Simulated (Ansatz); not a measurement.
An Ansatz (an electronic-structure program) run. Input:

Ansatz 0.2 input:
```yaml
crystal:
  lattice:
    - [3.6099832258, 0.0, 0.0]
    - [-1.8049916129, 3.1263371807, 0.0]
    - [0.0, 0.0, 3.8551832201]
  atoms:
    - { symbol: Li, position: [0.0, 0.0, 0.5] }
    - { symbol: Li, position: [0.3333333333, 0.6666666667, 0.0] }
    - { symbol: Li, position: [0.6666666667, 0.3333333333, 0.0] }
    - { symbol: N, position: [0.0, 0.0, 0.0] }
kpoints:
  mp_grid: { grid: [9, 9, 7] }
hamiltonian:
  xc: r2scan
  pseudopotentials: { kind: paw }
scf:
  occupations: { method: fixed }
phonons:
  method: dfpt
  response_accuracy: low
  eigenvectors: true
  rigid_motions: translations
  dielectric: true
  raman: true
```

Output (shortened):

```
Pseudopotential: Li, paw, valence charge 3
Pseudopotential: N, paw, valence charge 5
Functional definition: r2SCAN
Crystal: 4 atoms, lattice volume = 43.510 Å³
Basis set: ecut = 500 eV, 1119 PW (Γ), exchange–correlation on 270×270×300 points (1000 copies of the dense FFT grid, shifted against one another)
Bands: 11, of which v1, the nominal top of the filled ones, is band 7 counted from 1 (6 counted from 0)
Symmetry: 24 space group operations
k-points: 160 of 567 (irreducible under 2 space group operations, time reversal used)
SCF iter   1: F=—  HF=-1001.919446 eV  |F-HF|=—  |Δ(HF+E_count)|=         —  Δρ=6.12e-3  dr2=2.52e-2  dr2_τ=7.41e-2  ethr=1.77e-3  ⟨swp⟩=3.4  Hψ=8511  notcnv=0  defer=239
preconditioner: auto → none
SCF iter   2: F=—  HF=-1001.998841 eV  |F-HF|=—  |Δ(HF+E_count)|=   7.94e-2  Δρ=5.78e-3  dr2=8.86e-3  dr2_τ=1.61e-3  ethr=1.80e-4  ⟨swp⟩=3.0  Hψ=4508  notcnv=0  defer=292
SCF iter   3: F=—  HF=-1001.997804 eV  |F-HF|=—  |Δ(HF+E_count)|=   1.04e-3  Δρ=1.99e-3  dr2=2.00e-3  dr2_τ=1.73e-4  ethr=6.33e-5  ⟨swp⟩=2.0  Hψ=2586  notcnv=0  defer=318
SCF iter   4: F=—  HF=-1001.997630 eV  |F-HF|=—  |Δ(HF+E_count)|=   1.73e-4  Δρ=5.21e-4  dr2=4.79e-5  dr2_τ=8.02e-6  ethr=1.43e-5  ⟨swp⟩=2.6  Hψ=2545  notcnv=0  defer=318
SCF iter   5: F=—  HF=-1001.997641 eV  |F-HF|=—  |Δ(HF+E_count)|=   1.09e-5  Δρ=1.62e-4  dr2=6.93e-6  dr2_τ=4.39e-7  ethr=3.42e-7  ⟨swp⟩=2.1  Hψ=2415  notcnv=0
SCF iter   6: F=—  HF=-1001.997641 eV  |F-HF|=—  |Δ(HF+E_count)|=   2.54e-7  Δρ=2.08e-5  dr2=8.98e-8  dr2_τ=1.39e-8  ethr=4.95e-8  ⟨swp⟩=2.0  Hψ=2244  notcnv=0
SCF iter   7: F=—  HF=-1001.997641 eV  |F-HF|=—  |Δ(HF+E_count)|=   1.99e-7  Δρ=6.78e-6  dr2=3.13e-8  dr2_τ=1.24e-9  ethr=6.42e-10  ⟨swp⟩=2.3  Hψ=2483  notcnv=0
SCF iter   8: F=—  HF=-1001.997641 eV  |F-HF|=—  |Δ(HF+E_count)|=  8.60e-10  Δρ=7.59e-7  dr2=4.44e-10  dr2_τ=6.35e-12  ethr=2.24e-10  ⟨swp⟩=2.1  Hψ=2133  notcnv=0
SCF iter   9: F=-1001.997641 eV  HF=-1001.997641 eV  |F-HF|=1.73e-11  |Δ(HF+E_count)|=  3.30e-11  Δρ=1.98e-7  dr2=3.19e-11  dr2_τ=1.12e-12  ethr=1.00e-12  ⟨swp⟩=6.0  Hψ=8782  notcnv=0
SCF 1 converged in 9 iterations: F = -1001.997641 eV  dr2 = 3.19e-11
NSCF: frozen V_eff on 6 k-points
DFPT response loops at Γ: preconditioner auto → none (the input reference at scf.mixing.eps_inf says where Resta's filter doesn't serve); β = 0.50 …
── the response to a field inside a basis, on 12×12×10 k-points: an SCF that follows is theirs, and a resumed run solves both again ──
Crystal: 4 atoms, lattice volume = 43.510 Å³
Bands: 8, of which v1, the nominal top of the filled ones, is band 7 counted from 1 (6 counted from 0)
k-points: 210
SCF iter   1: F=—  HF=-1001.994284 eV  |F-HF|=—  |Δ(HF+E_count)|=         —  Δρ=7.50e-5  dr2=4.52e-7  dr2_τ=4.98e-7  ethr=1.00e-1
preconditioner: auto → none
SCF iter   2: F=—  HF=-1001.994286 eV  |F-HF|=—  |Δ(HF+E_count)|=   1.14e-6  Δρ=4.17e-5  dr2=1.93e-7  dr2_τ=1.00e-7  ethr=3.23e-9
SCF iter   3: F=—  HF=-1001.994286 eV  |F-HF|=—  |Δ(HF+E_count)|=   1.69e-7  Δρ=2.01e-5  dr2=9.20e-8  dr2_τ=1.05e-8  ethr=1.38e-9
SCF iter   4: F=—  HF=-1001.994286 eV  |F-HF|=—  |Δ(HF+E_count)|=   6.78e-8  Δρ=1.27e-6  dr2=1.03e-9  dr2_τ=2.57e-11  ethr=6.57e-10
SCF iter   5: F=—  HF=-1001.994286 eV  |F-HF|=—  |Δ(HF+E_count)|=   7.40e-9  Δρ=4.13e-7  dr2=1.15e-10  dr2_τ=5.58e-12  ethr=7.33e-12
SCF iter   6: F=-1001.994286 eV  HF=-1001.994286 eV  |F-HF|=7.84e-12  |Δ(HF+E_count)|=   1.41e-9  Δρ=1.46e-7  dr2=1.53e-11  dr2_τ=5.32e-13  ethr=1.00e-12
SCF 1 converged in 6 iterations: F = -1001.994286 eV  dr2 = 1.53e-11
DFPT response loops at Γ: mixed as the last ones told, above
DFPT response loops at Γ: mixed as the last ones told, above
SCF converged after 9 iterations
Free energy (F): -1001.997641 eV
Harris-Foulkes:  -1001.997641 eV  (|F-HF|=1.73e-11)
Internal energy: -1001.997641 eV  (E = F + TS)
E sigma→0 (E₀):  -1001.997641 eV
Fermi energy:    2.310547 eV
--- Per-component energies (eV) ---
  E_band       = -272.675804
  E_kinetic    = 198.499340
  E_local      = -653.537373  (includes V_loc(G=0)·N_el)
  E_nonlocal   = -54.551934
  E_hartree    = 213.501259
  E_xc         = -92.258885
  E_vxc        = -131.463973  (∫ρ·V_xc dr)
  E_paw        = -193.844029  (= ΣΔE_a)
  E_vpaw       = -66.590855  (= ΣTr[D̂ρ^β])
  E_aug_tail   = -0.000285  (compensation charges beyond the density's cutoff)
  E_vtau       = 7.966852  (kinetic-family band-sum trace: ∫τ·v_τ [+ j·A + Jᵃ·Aᵃ] dr)
  E_ewald      = -419.776171
  E_core_change = -0.029565  (= ΣΔE_core)
  E_smearing   =  0.000000  (= −TS)
  E_closure    = 0.000000  (closes the sum)
  Σ components = -1001.997641   (vs F -1001.997641, Δ=0.00e0)
  [band-id]    e_kinetic+e_local+e_nonlocal+2·e_hartree+e_vxc+e_vpaw+e_augmentation_tail+e_vtau = -272.675710   (vs E_band -272.675804, Δ=9.46e-5)
--- Band table (eV; the first three rows and the last of 160) ---
  k-point 0: bands = ["-43.5286", "-43.1767", "-43.0621", "-9.9596", "0.7102", "2.1109", "2.1109", "3.8044", "10.4909", "10.4909", "11.4974"]
  k-point 1: bands = ["-43.5280", "-43.1767", "-43.0624", "-9.9707", "0.4079", "2.1490", "2.1490", "4.3713", "10.6248", "10.6248", "11.2260"]
  k-point 2: bands = ["-43.5266", "-43.1766", "-43.0633", "-9.9955", "-0.0799", "2.2371", "2.2371", "5.5673", "10.5719", "10.9720", "10.9720"]
  k-point 159: bands = ["-43.4278", "-43.2714", "-43.0626", "-9.9611", "0.9394", "1.2606", "1.3437", "5.0270", "7.6005", "11.2599", "13.2784"]
--- Phonons (Γ-DFPT): 6 representative perturbations + reference, on 160 of 567 k-points (Σ response iterations 30) ---
  ASR residual: 2.643e-4 → 0.000e0 eV/Å²; symmetrization residual: 1.474e-5 eV/Å²
  ASR residual per site (eV/Å²): 6.40e-5 6.91e-5 6.91e-5 2.64e-4
  Γ frequencies (cm⁻¹): -30.79 0.00 0.00 0.00 326.12 326.12 432.14 432.14 504.99 630.11 630.11 682.27
  ε∞ (high-frequency dielectric tensor):
        5.195744     0.000000     0.000000
        0.000000     5.195744     0.000000
        0.000000     0.000000     4.953696
  ε⁰ (static dielectric tensor): not given — an optical mode at Γ is not stable, and the ionic part, a sum over the modes at Γ, is formed only where all of …
  softest optical mode at Γ: -30.79 cm⁻¹; the repairs (sum rule, projections) moved no ω² at Γ by more than (3.47 cm⁻¹)²
  Born effective charges Z* (e; rows j = field, columns β = displacement):
    site 0:
         0.88476    0.00000    0.00000
         0.00000    0.88476    0.00000
         0.00000    0.00000    1.06288
    site 1:
         0.91034    0.00000    0.00000
         0.00000    0.91034    0.00000
         0.00000    0.00000    0.40734
    site 2:
         0.91034    0.00000    0.00000
         0.00000    0.91034    0.00000
         0.00000    0.00000    0.40734
    site 3:
        -2.70545    0.00000    0.00000
         0.00000   -2.70545    0.00000
         0.00000    0.00000   -1.87757
  Z* charge neutrality: 1.860e-3 e pre-enforcement
  solved inside a basis spanned on kpoints, on 12×12×10 k-points transformed towards the longest dipole …
  Raman tensors (in the event stream and the table raman_tensors.tsv) …
  optical modes at Γ without the LO–TO term, one row a degenerate level:
      ω (cm⁻¹)  modes    IR ((D/Å)²/amu)  static Raman (Å⁴/amu)  depolarisation
        -30.79      1             0.0000                 0.0000               —
        326.12      2            11.2564                 0.0000               —
        432.14      2            29.0795                 0.0000               —
        504.99      1             2.1796                 0.0000               —
        630.11      2             0.0000                18.0525           0.750
        682.27      1             8.4855                 0.0000               —
  optical modes at Γ + LO–TO along q̂ = [1.0000, 0.0000, 0.0000]:
      ω (cm⁻¹)  modes    IR ((D/Å)²/amu)  static Raman (Å⁴/amu)  depolarisation
        -30.79      1             0.0000                 0.0000               —
        326.12      1             5.6282                 0.0000               —
        350.96      1             0.4780                 0.0000               —
        432.14      1            14.5398                 0.0000               —
        504.99      1             2.1796                 0.0000               —
        600.17      1            19.6899                 0.0000               —
        630.11      2             0.0000                18.0525           0.750
        682.27      1             8.4855                 0.0000               —
  optical modes at Γ + LO–TO along q̂ = [0.0000, 1.0000, 0.0000]:
      ω (cm⁻¹)  modes    IR ((D/Å)²/amu)  static Raman (Å⁴/amu)  depolarisation
        -30.79      1             0.0000                 0.0000               —
        326.12      1             5.6282                 0.0000               —
        350.96      1             0.4780                 0.0000               —
        432.14      1            14.5398                 0.0000               —
        504.99      1             2.1796                 0.0000               —
        600.17      1            19.6899                 0.0000               —
        630.11      2             0.0000                18.0525           0.750
        682.27      1             8.4855                 0.0000               —
  optical modes at Γ + LO–TO along q̂ = [0.0000, 0.0000, 1.0000]:
      ω (cm⁻¹)  modes    IR ((D/Å)²/amu)  static Raman (Å⁴/amu)  depolarisation
        -30.79      1             0.0000                 0.0000               —
        326.12      2            11.2564                 0.0000               —
        432.14      2            29.0795                 0.0000               —
        519.71      1             1.0421                 0.0000               —
        630.11      2             0.0000                18.0525           0.750
        745.61      1             9.6231                 0.0000               —
```

Cost: around 40 core-minutes (rough) on shared cores.

Space group P6/mmm. Symmetry was held in the r²SCAN relaxation; phonons on a q-mesh show weakly imaginary modes.

Potentials: the later of the program's two PAW sets.

Ansatz is a plane-wave DFT program.
